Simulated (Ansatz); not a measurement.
The calculation used DFT PBE, scalar-relativistic, plane waves, PAW in Ansatz 0.2.0. Settings: cutoff 420 eV, Γ-centred meshes spaced at most about 0.3 Å⁻¹, and about 0.25 Å⁻¹ or finer for metals (2π included), Gaussian smearing. No spin polarisation.

Temperature and zero-point effects are left out.

Question: Which of these relaxed structures of BaH is the lowest in energy?
1. Space group P6_3/mmc (No. 194), hexagonal, a = 4.198 Å, c = 13.212 Å. Ba on a site of symmetry -3m has 6 H at 2.88 Å; around Ba on a site of symmetry -6m2 lie 6 H at 2.99 Å; H has 6 Ba at 2.88–2.99 Å.
2. Space group Cmcm (No. 63), orthorhombic, a = 3.695 Å, b = 14.038 Å, c = 4.036 Å. Ba is surrounded by 4 H at 2.83 Å and 2 H at 3.04 Å; around H lie 2 H at 2.63 Å, 4 Ba at 2.83 Å and 2 Ba at 3.04 Å.
3. Space group P6_3/mmc (No. 194), hexagonal, a = 4.795 Å, c = 5.686 Å. Around Ba lie 5 H at 2.77–2.84 Å; H has 5 Ba at 2.77–2.84 Å.

Answer: 3. The next of these, cell 1, lies 28 meV/atom higher. Counting H atoms around Ba (those within 1.25 times the shortest such distance or 1.15 times the sum of covalent radii, 1.27 where that leaves under three): cell 3 has Ba 5; cell 1 has Ba 6; cell 2 has Ba 6. All come from invented guesses.

The k mesh leaves some 4 meV/atom of noise in the energy of each metallic cell. With hydrogen, zero-point motion can shift such differences by 10 meV/atom or more. Cells relaxed within their symmetry can be saddle points. Some structure types and database cells were kept out of the candidates from the start, so a known form may be missing.
